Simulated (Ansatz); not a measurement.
**A vibration from a frozen displacement in WC**

These are results of DFT PBE, scalar-relativistic, plane waves, PAW in Ansatz, not measurements. Cutoff 420 eV, Γ-centred 18×18×16 k-points, Gaussian smearing of 0.15 eV. Spin–orbit coupling is left out, which matters for the heavy elements here. No spin polarisation. Energies are free energies at this smearing, counted from the undisturbed cell; pressure is positive in compression.

Zero of the scan (as given, not relaxed at this level; it stands at 8.5 GPa):

```
W C
1.0
     2.90050    0.00000    0.00000
    -1.45025    2.51191    0.00000
     0.00000    0.00000    2.82900
W C
1 1
Direct
  0.00000 0.00000 0.00000
  0.66667 0.33333 0.50000
```

Every W atom is moved by x along the Cartesian unit vector (0.707, 0.707, 0.000); the cell and all other atoms stay fixed. The cell's volume is 20.61 Å³; the moved atoms weigh 183.840 u together and the others 12.011 u.

```
  x (Å)  ΔE (meV/cell) total force on the moved atoms along the move (eV/Å) pressure (GPa)
-0.1000          77.30                                                1.5228          9.9694
-0.0750          43.80                                                1.1556          9.3166
-0.0500          19.60                                                0.7786          8.8413
-0.0250           4.94                                                0.3934          8.5517
 0.0000           0.00                                                0.0000          8.4542
 0.0250           5.02                                               -0.4033          8.5528
 0.0500          20.26                                               -0.8183          8.8513
 0.0750          46.02                                               -1.2442          9.3554
 0.0875          62.93                                               -1.4605          9.6868
 0.1000          82.54                                               -1.6782         10.0725
```

Question: What frequency belongs to this motion?

Answer: The force constant is k = −dF/dx = 15.935 eV/Å², from the parabola through x = -0.0250, 0 and 0.0250. In every cell the moved atoms swing against the rest, so the mass is μ = m₁m₂/(m₁ + m₂) = 11.274 u, and ν̃ = 521.5 cm⁻¹ × √(|k|/μ) = 620 cm⁻¹, at this cell's pressure of 8.5 GPa. To first order in x, and within 1 %, the force on every atom lies along the move and, within each of the two groups, in proportion to the atom's mass, so this is itself a mode at the zone centre of this cell.

Question: How far does the harmonic law reach?

Answer: At x = -0.100 Å, kx²/2 = 79.68 meV against the computed 77.30 meV (-3.0 %): the well is still close to harmonic there.

In a metal these slopes depend on the k mesh and the smearing.

The restoring force shows that the cell is stable against this in-plane optical displacement. The high frequency reflects strong W 5d–C 2p covalent bonding combined with the small mass of carbon, which does most of the moving in the actual vibration.

The shortfall from the parabola at -0.1000 Å isn't a general softening, since on the positive side the energy rises above the harmonic law. The deviation is thus mainly cubic, which is allowed because the WC structure lacks inversion symmetry. A positive x drives tungsten nearly towards the in-plane projection of a W–C bond, where short-range repulsion steepens the well, while a negative x points it more towards the open space between carbon neighbours.

The pressure rises for displacements of either sign, which means that the force constant grows on compression, so the frequency should be somewhat lower in the pressure-free crystal. By the threefold symmetry, the perpendicular in-plane mode shares this harmonic frequency, but the optical mode along the hexagonal axis is independent and isn't determined here.
